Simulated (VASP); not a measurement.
# TiO2 (P1) in VASP: reference runs

Reference runs on TiO2: the cell as given and a disturbed copy.

Program: VASP 6.6.1. These are calculated values, not measurements. Logs are shortened: lines on timing, memory, paths and dates and some standing lists are left out, and cuts for length are marked.

## Step 1: The crystal as given

The typed cell holds 9 atoms: a = 2.968 Å, b = 4.708 Å, c = 7.241 Å, α = 88.08°, β = 78.18°, γ = 90.00°.

The cell comes from a database or a generator and needn't be the stable form of this composition.

## Step 2: Single point, PBE

File INCAR:

```
SYSTEM = TiO2
  PREC = Accurate
  ENCUT = 520
  EDIFF = 1E-7
  ISMEAR = -1
  SIGMA = 0.05
  LREAL = .FALSE.
  LASPH = .TRUE.
  NELM = 80
  ALGO = Normal
  ISIF = 2
  LWAVE = .FALSE.
  LCHARG = .FALSE.
  GGA = PE
  NBANDS = 46
```

File KPOINTS:

```
Automatic mesh
0
G
  9 6 4
  0 0 0
```

File POSCAR:

```
TiO2
1.0
    2.9682645463      0.0000000000      0.0000000000
    0.0002080834      4.7076067549      0.0000000000
    1.4835696211      0.2423534620      7.0834647979
Ti O
3 6
Direct
    0.0033718700      0.0003888100      0.0007031900
    0.3446402100      0.4802596500      0.3169598700
    0.6617081400      0.5204743600      0.6844963600
    0.4400381600      0.1854376900      0.1285388000
    0.7779263400      0.2977287500      0.4518780700
    0.1012362400      0.3089534200      0.8062432200
    0.9064972100      0.6918369900      0.1951715700
    0.2294071500      0.7030072800      0.5495147300
    0.5680256700      0.8153000600      0.8728271800
```

Potentials or basis: VASP PAW PBE potentials, release 64 (Ti_sv, O).

The run is started by

```sh
$ cat potpaw_PBE.64/Ti_sv/POTCAR potpaw_PBE.64/O/POTCAR > POTCAR
$ mpirun -np 1 vasp_std > vasp.out
```

OUTCAR:

```text
SYSTEM = TiO2
   PREC = Accurate
   ENCUT = 520
   EDIFF = 1E-7
   ISMEAR = -1
   LREAL = .FALSE.
   LASPH = .TRUE.
   NELM = 80
   ISIF = 2
   GGA = PE

 ion  position               nearest neighbor table
   1  0.003  0.000  0.001-   9 1.96   4 1.96   4 1.96   9 1.96   7 1.97   6 1.97
   2  0.345  0.480  0.317-   5 1.95   5 1.95   4 1.96   7 1.97   7 1.97   8 1.98
   3  0.662  0.520  0.684-   8 1.95   8 1.95   9 1.96   6 1.97   6 1.97   5 1.98
   4  0.440  0.185  0.129-   1 1.96   2 1.96   1 1.96
   5  0.778  0.298  0.452-   2 1.95   2 1.95   3 1.98
   6  0.101  0.309  0.806-   1 1.97   3 1.97   3 1.97
   7  0.906  0.692  0.195-   2 1.97   1 1.97   2 1.97
   8  0.229  0.703  0.550-   3 1.95   3 1.95   2 1.98
   9  0.568  0.815  0.873-   1 1.96   3 1.96   1 1.96

  LATTYP: Found a triclinic cell.
 ALAT       =     7.2412145089
 B/A-ratio  =     0.4099125282
 C/A-ratio  =     0.6501128718
 COS(alpha) =     0.0000442015
 COS(beta)  =     0.0334776766
 COS(gamma) =     0.2048785627

  Lattice vectors:

 A1 = (   1.4835696211,   0.2423534620,   7.0834647979)
 A2 = (   2.9682645463,   0.0000000000,   0.0000000000)
 A3 = (   0.0002080834,   4.7076067549,   0.0000000000)

Analysis of symmetry for initial positions (statically):
=====================================================================
 Subroutine PRICEL returns:
 Original cell was already a primitive cell.

 Routine SETGRP: Setting up the symmetry group for a
 triclinic supercell.

 Subroutine GETGRP returns: Found  1 space group operations
 (whereof  1 operations were pure point group operations)
 out of a pool of  2 trial point group operations.

The static configuration has the point symmetry C_1 .

Analysis of symmetry for dynamics (positions and initial velocities):
=====================================================================
 Subroutine PRICEL returns:
 Original cell was already a primitive cell.

 Routine SETGRP: Setting up the symmetry group for a
 triclinic supercell.

 Subroutine GETGRP returns: Found  1 space group operations
 (whereof  1 operations were pure point group operations)
 out of a pool of  2 trial point group operations.

The dynamic configuration has the point symmetry C_1 .

 Subroutine INISYM returns: Found  1 space group operations
 (whereof  1 operations are pure point group operations),
 and found     1 'primitive' translations

----------------------------------------------------------------------------------------

                                     Primitive cell

  volume of cell :      98.9802

  direct lattice vectors                    reciprocal lattice vectors
     2.968264546  0.000000000  0.000000000     0.336897195 -0.000014891 -0.070559655
     0.000208083  4.707606755  0.000000000     0.000000000  0.212422161 -0.007267806
     1.483569621  0.242353462  7.083464798     0.000000000  0.000000000  0.141173850

  length of vectors
     2.968264546  4.707606759  7.241214509     0.344206893  0.212546455  0.141173850

  position of ions in fractional coordinates (direct lattice)
     0.003371870  0.000388810  0.000703190
     0.344640210  0.480259650  0.316959870
     0.661708140  0.520474360  0.684496360
     0.440038160  0.185437690  0.128538800
     0.777926340  0.297728750  0.451878070
     0.101236240  0.308953420  0.806243220
     0.906497210  0.691836990  0.195171570
     0.229407150  0.703007280  0.549514730
     0.568025670  0.815300060  0.872827180

  ion indices of the primitive-cell ions
   primitive index   ion index
                 1           1
                 2           2
                 3           3
                 4           4
                 5           5
                 6           6
                 7           7
                 8           8
                 9           9

----------------------------------------------------------------------------------------

 KPOINTS: Automatic mesh

Automatic generation of k-mesh.
 Grid dimensions read from file:
 generate k-points for:    9    6    4

 Generating k-lattice:

  Cartesian coordinates                     Fractional coordinates (reciprocal lattice)
     0.037433022 -0.000001655 -0.007839962     0.111111111  0.000000000  0.000000000
     0.000000000  0.035403693 -0.001211301     0.000000000  0.166666667  0.000000000
     0.000000000  0.000000000  0.035293463     0.000000000  0.000000000  0.250000000

  Length of vectors
     0.038245210  0.035424409  0.035293463

  Shift w.r.t. Gamma in fractional coordinates (k-lattice)
     0.000000000  0.000000000  0.000000000

 Subroutine IBZKPT returns following result:
 ===========================================

 Found    110 irreducible k-points:

 Following reciprocal coordinates:
            Coordinates               Weight
  0.000000  0.000000  0.000000      1.000000
  0.111111  0.000000  0.000000      2.000000
  0.222222  0.000000  0.000000      2.000000
  0.333333 -0.000000  0.000000      2.000000
  0.444444  0.000000  0.000000      2.000000
  0.000000  0.166667  0.000000      2.000000
[... 16 lines left out ...]
 -0.111111  0.333333 -0.000000      2.000000
  0.000000  0.500000  0.000000      1.000000
 [... further k-points ...]
   k-points           NKPTS =    110   k-points in BZ     NKDIM =    110   number of bands    NBANDS=     46
   number of dos      NEDOS =    301   number of ions     NIONS =      9
   total plane-waves  NPLWV =  46656
   dimension x,y,z NGX =    24 NGY =   36 NGZ =   54
   dimension x,y,z NGXF=    48 NGYF=   72 NGZF=  108
   ions per type =               3   6
   NGX,Y,Z   is equivalent  to a cutoff of  13.44, 12.71, 12.40 a.u.
   NGXF,Y,Z  is equivalent  to a cutoff of  26.88, 25.43, 24.79 a.u.
 SYSTEM =  TiO2
   PREC   = accura    normal or accurate (medium, high low for compatibility)
   ISTART =      0    job   : 0-new  1-cont  2-samecut
   ICHARG =      2    charge: 1-file 2-atom 10-const
   ISPIN  =      1    spin polarized calculation?
   LNONCOLLINEAR =      F non collinear calculations
   LSORBIT =      F    spin-orbit coupling
   LASPH  =      T    aspherical Exc in radial PAW
   ENCUT  =  520.0 eV  38.22 Ry    6.18 a.u.   5.52  8.75 13.46*2*pi/ulx,y,z
   NELM   =     80;   NELMIN=  2; NELMDL= -5     # of ELM steps
   EDIFF  = 0.1E-06   stopping-criterion for ELM
   LREAL  =      F    real-space projection
   EDIFFG = 0.1E-05   stopping-criterion for IOM
   NSW    =      0    number of steps for IOM
   IBRION =     -1    ionic relax: 0-MD 1-quasi-New 2-CG
   NFREE  =      0    steps in history (QN), initial steepest desc. (CG)
   ISIF   =      2    stress and relaxation
   ISYM   =      2    0-nonsym 1-usesym 2-fastsym
   POTIM  = 0.5000    time-step for ionic-motion
   TEBEG  =    0.0;   TEEND  =   0.0 temperature during run
   PSTRESS=    0.0 pullay stress
   NELECT =      72.0000    total number of electrons
   NUPDOWN=      -1.0000    fix difference up-down
   EMIN   =  10.00;   EMAX   =-10.00  energy-range for DOS
   EFERMI =   0.00;   METHOD = LEGACY
   ISMEAR =    -1;   SIGMA  =   0.05  broadening in eV -4-tet -1-fermi 0-gaus
   EFERMI_NEDOS =   21; number of points for ismear=-14 and -15
   IALGO  =     38    algorithm
   IMIX   =      4    mixing-type and parameters
     AMIX     =   0.40;   BMIX     =  1.00
     AMIX_MAG =   1.60;   BMIX_MAG =  1.00
  volume/ion in A,a.u.               =      11.00        74.22
  Fermi-wavevector in a.u.,A,eV,Ry     =   1.472322  2.782285 29.493788  2.167732
  Thomas-Fermi vector in A             =   2.587351
   LORBIT       =      0    0 simple, 1 ext, 2 COOP (PROOUT), +10 PAW based schemes
   GGA     = PE    functional components
   LHFCALC =     F    Hartree Fock is set to
   AEXX    =    0.0000 exact exchange contribution
   IVDW    =     0    specifies the selected vdW correction
   LEPSILON=     F    determine dielectric tensor
   LRPA    =     F    only Hartree local field effects (RPA)
 non-spin polarized calculation
  energy-cutoff  :      520.00
  volume of cell :       98.98
 maximum number of plane-waves:      2704
 NGX is ok and might be reduce to    24
   NGX = 11   NGY = 17   NGZ = 27

 number of electron      71.9999996 magnetization

 Free energy of the ion-electron system (eV)
  ---------------------------------------------------
  ext. energy  EPLUGINS =         0.00000000
  ---------------------------------------------------
  free energy    TOTEN  =       -80.28335930 eV

  energy without entropy =      -80.28335930  energy(sigma->0) =      -80.28335930

 E-fermi :   5.0896     XC(G=0): -10.9927

 val. band max:        3.8965128546   @ k =   0.0000   0.0000   0.2500
 cond. band min:       6.1355812617   @ k =   0.0000   0.0000   0.0000
 fundamental gap:      2.2390684071
 Fermi energy:         5.0896292298

 k-point     1 :       0.0000    0.0000    0.0000
  band No.  band energies     occupation
      1     -52.8386      2.00000
      2     -52.6992      2.00000
      3     -52.6657      2.00000
      4     -29.1206      2.00000
      5     -29.1156      2.00000
      6     -29.0487      2.00000
[... 38 lines left out ...]
     45       8.4612      0.00000
     46       9.0669      0.00000

 k-point     2 :       0.1111    0.0000    0.0000
  band No.  band energies     occupation
      1     -52.8341      2.00000
      2     -52.6938      2.00000
      3     -52.6622      2.00000
      4     -29.1126      2.00000
      5     -29.1019      2.00000
      6     -29.0427      2.00000
[... 38 lines left out ...]
     45       8.4201      0.00000
     46       9.1508      0.00000

 k-point     3 :       0.2222    0.0000    0.0000
  band No.  band energies     occupation
      1     -52.8227      2.00000
      2     -52.6795      2.00000
      3     -52.6537      2.00000
      4     -29.1361      2.00000
      5     -29.0819      2.00000
      6     -29.0652      2.00000
[... 1018 lines left out ...]
     45       8.1862      0.00000
     46       9.6548      0.00000

 k-point    24 :       0.0000    0.5000    0.0000
  band No.  band energies     occupation
      1     -52.8383      2.00000
      2     -52.6995      2.00000
      3     -52.6657      2.00000
      4     -29.1651      2.00000
      5     -29.0880      2.00000
      6     -29.0173      2.00000
[... 38 lines left out ...]
     45       8.0414      0.00000
     46       9.7172      0.00000

 [... further k-points ...]

------------------------ aborting loop because EDIFF is reached ----------------------------------------

  FORCE on cell =-STRESS in cart. coord.  units (eV):
  Direction    XX          YY          ZZ          XY          YZ          ZX
  --------------------------------------------------------------------------------------
  -------------------------------------------------------------------------------------
  Total        2.5596196      2.8216270      2.6896039     -0.0105437     -0.0676994      0.0050368
  in kB       41.4321522     45.6732226     43.5361869     -0.1706697     -1.0958394      0.0815300
  external PRESSURE =      43.5471872 kB  Pullay stress =       0.0000000 kB

 VOLUME and BASIS-vectors are now :
 -----------------------------------------------------------------------------
  energy-cutoff  :      520.00
  volume of cell :       98.98
      direct lattice vectors                 reciprocal lattice vectors
     2.968264546  0.000000000  0.000000000     0.336897195 -0.000014891 -0.070559655
     0.000208083  4.707606755  0.000000000     0.000000000  0.212422161 -0.007267806
     1.483569621  0.242353462  7.083464798     0.000000000  0.000000000  0.141173850

 POSITION                                       TOTAL-FORCE (eV/Angst)
 -----------------------------------------------------------------------------------
      0.01105      0.00200      0.00498         0.000747     -0.001819      0.002259
      1.49332      2.33769      2.24517         0.004587      0.023333      0.057872
      2.97973      2.61608      4.84861         0.001470     -0.019876     -0.061921
      1.49688      0.90412      0.91050        -0.001250      0.006119      0.042525
      2.97955      1.51110      3.20086         0.007147     -0.181391      0.026468
      1.49668      1.64983      5.71100        -0.002781     -0.053142      0.000873
      2.98042      3.30420      1.38249        -0.000760      0.051266     -0.001108
      1.49633      3.44266      3.89247        -0.004091      0.180377     -0.025205
      2.98112      4.04964      6.18264        -0.005069     -0.004867     -0.041764
 -----------------------------------------------------------------------------------
    total drift:                                0.000571     -0.000304      0.000161

  FREE ENERGIE OF THE ION-ELECTRON SYSTEM (eV)
  ---------------------------------------------------
  free  energy   TOTEN  =       -80.2833592957 eV

  energy  without entropy=      -80.2833592957  energy(sigma->0) =      -80.28335930
```

Run time: 8 min. Hardware: 1 thread of AMD EPYC 9R45 (Zen 5), shared host; peak memory 0.43 GiB.

What came out:

- Free energy: -80.2834 eV
- Pressure: 4.4 GPa
- Largest force: 0.183 eV/Å
- Band gap on the k mesh: 2.24 eV, indirect (least direct gap 2.30 eV)

Forces in eV/Å, atoms in the order of the input:
```
Ti   0.001 -0.002  0.002
Ti   0.005  0.023  0.058
Ti   0.001 -0.020 -0.062
O   -0.001  0.006  0.043
O    0.007 -0.181  0.026
O   -0.003 -0.053  0.001
O   -0.001  0.051 -0.001
O   -0.004  0.180 -0.025
O   -0.005 -0.005 -0.042
```

Stress tensor (GPa, compression positive):
```
 4.14 -0.02  0.01
-0.02  4.57 -0.11
 0.01 -0.11  4.35
```

Levels at points of the mesh, in eV from the valence-band top:
```
           k point  band 34  band 35  band 36  band 37  band 38  band 39
(0.00, 0.00, 0.00)    -0.37    -0.28    -0.06     2.24     2.64     2.78
(0.00, 0.50, 0.00)    -0.93    -0.86    -0.76     2.32     2.68     2.76
(0.00, 0.00, 0.50)    -0.84    -0.29    -0.15     2.37     2.64     2.80
(0.00, 0.50, 0.50)    -0.74    -0.71    -0.27     2.31     2.55     2.65
```

Caveat: an odd mesh through Γ misses points on the zone boundary, where band edges often lie.

## Step 3: Single point, PBE (atoms moved at random, drawn with an rms of 0.05 Å)

File INCAR:

```
  PREC = Accurate
  ENCUT = 520
  EDIFF = 1E-7
  ISMEAR = -1
  SIGMA = 0.05
  LREAL = False
  LASPH = True
  NELM = 60
  ALGO = Normal
  ISIF = 2
  LWAVE = False
  LCHARG = False
  GGA = PE
  NBANDS = 46
```

File KPOINTS:

```
regular mesh
0
Gamma
  9 6 4
```

File POSCAR:

```
TiO2
1.0
    2.9682645463      0.0000000000      0.0000000000
    0.0002080834      4.7076067549      0.0000000000
    1.4835696211      0.2423534620      7.0834647979
Ti O
3 6
Direct
    0.0087680000     -0.0010820000      0.0084940000
    0.3280520000      0.4756390000      0.3224060000
    0.6683720000      0.5120990000      0.6854210000
    0.4448060000      0.1808010000      0.1261010000
    0.7857760000      0.3000030000      0.4537280000
    0.0981670000      0.2977920000      0.8097490000
    0.9180370000      0.6966340000      0.2050650000
    0.2133980000      0.6982860000      0.5470280000
    0.5591160000      0.8131860000      0.8730350000
```

Potentials or basis: VASP PAW PBE potentials, release 64 (Ti_sv, O).

The run is started by

```sh
$ cat potpaw_PBE.64/Ti_sv/POTCAR potpaw_PBE.64/O/POTCAR > POTCAR
$ mpirun -np 1 vasp_std > vasp.out
```

Wall time 7.8 min (1 thread of AMD EPYC 9R45 (Zen 5), shared host); peak memory 0.42 GiB.

It converged, with:

```yaml
Free_energy: -80.1536 eV
Pressure: 5.9 GPa
Largest_force: 1.195 eV/Å
Band_gap_on_the_k_mesh: 2.25 eV, indirect (least direct gap 2.27 eV)
```

Forces in eV/Å, atoms in the order of the input:
```
Ti  -0.008 -0.580 -0.713
Ti   0.222  0.475 -0.591
Ti  -0.029  0.377  0.939
O   -0.032  0.570  0.711
O   -0.501 -1.083  0.070
O   -0.148  0.622 -0.596
O   -0.303 -0.185 -0.213
O    0.620  0.244  0.479
O    0.180 -0.439 -0.087
```

Stress tensor (GPa, compression positive):
```
 5.82  1.58 -0.57
 1.58  5.60 -0.19
-0.57 -0.19  6.26
```

Levels at points of the mesh, in eV from the valence-band top:
```csv
k point,band 33,band 34,band 35,band 36,band 37,band 38,band 39,band 40
"(0.00, 0.00, 0.00)",-0.60,-0.47,-0.40,-0.01,2.25,2.59,2.73,2.87
"(0.00, 0.50, 0.00)",-1.12,-1.04,-0.94,-0.87,2.44,2.56,2.70,2.98
"(0.00, 0.00, 0.50)",-1.10,-0.94,-0.38,-0.12,2.44,2.58,2.70,2.94
"(0.00, 0.50, 0.50)",-0.93,-0.87,-0.77,-0.35,2.30,2.57,2.62,2.80
```

Caveat: an odd mesh through Γ misses points on the zone boundary, where band edges often lie.
